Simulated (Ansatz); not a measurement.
Base system: ZnTe in the zinc blende structure (space group F-43m, No. 216).

```xyz
2
Lattice="0.0000 3.0895 3.0895 3.0895 0.0000 3.0895 3.0895 3.0895 0.0000" Properties=species:S:1:pos:R:3 pbc="T T T"
Te     4.6343     4.6343     4.6343
Zn     0.0000     0.0000     0.0000
```

All numbers come from Kohn–Sham DFT with the PBE functional, run in Ansatz (an electronic-structure program) with PAW and 420 eV plane waves, spin-orbit coupling left out.

Before the change:

Valley order: Γ 1.08 eV; L along ⟨111⟩ 1.74 eV; a point along ⟨100⟩, about 0.9 Å⁻¹ from Γ 2.28 eV
Electron mass: 0.077 mₑ (at Γ)
Width of the top valence band: 2.43 eV

One thing is altered: cell and atoms relaxed at a pressure of 4.2 GPa.

Question: How does this affect the valley order?

Answer: The valley order (the lowest conduction-band minima on the path, energy above the VBM, named in the base's zone) goes from Γ 1.08 eV; L along ⟨111⟩ 1.74 eV; a point along ⟨100⟩, about 0.9 Å⁻¹ from Γ 2.28 eV to Γ 1.46 eV; L along ⟨111⟩ 1.84 eV; a point along ⟨100⟩, about 0.9 Å⁻¹ from Γ 2.16 eV.

Question: What does the calculation give for the mean gap deformation potential ΔEg/Δln V after the change?

Answer: The mean gap deformation potential ΔEg/Δln V is -4.7 eV.

Question: What happens to the electron mass?

Answer: The electron mass becomes 0.095 mₑ (at Γ) (base: 0.077 mₑ (at Γ)).

Question: What happens to the width of the top valence band?

Answer: The width of the top valence band grows by 0.37 eV (2.43 eV → 2.80 eV).

Spin-orbit coupling, missing from the scalar runs, can matter with Te. Load acts through the strain it causes; cell and atoms are relaxed under it. Masses are band curvatures over ±0.01 Å⁻¹ around the edge. No phonon test of stability was made. Tetrahedral semiconductors of this kind turn to denser phases somewhere between about 1 and 50 GPa; those were not computed, so compressed cells here can lie past the real transition.
